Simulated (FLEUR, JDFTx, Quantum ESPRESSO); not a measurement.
**Rh: programs and potentials compared**

```
Rh
1.0
     0.00000    1.89785    1.89785
     1.89785    0.00000    1.89785
     1.89785    1.89785    0.00000
Rh
1
Cartesian
  0.0000 0.0000 0.0000
```

Alike in all runs: task equation of state; functional PBEsol; k mesh 12 × 12 × 12; occupations fermi-dirac, width 0.05 eV; no spin polarisation; no spin-orbit coupling.

```tsv
program and potentials	plane-wave cutoff (eV)	notes	equilibrium volume (Å³/atom)	bulk modulus (GPa)
FLEUR, all-electron, FLAPW	-	-	13.50	297.0
Quantum ESPRESSO, PseudoDojo 0.4.1 SR PBEsol standard	1197	-	?	?
JDFTx, PseudoDojo-SR-PBEsol-0.4.1-standard	1197	-	13.52	296.2
```

**Question.** Estimate from the other rows what the run with Quantum ESPRESSO, PseudoDojo 0.4.1 SR PBEsol standard gave.

**Answer.** Equilibrium volume 13.52 Å³/atom; bulk modulus 296.1 GPa. The other rows, which needn't bracket it: equilibrium volume 13.50 to 13.52; bulk modulus 296.2 to 297.0.
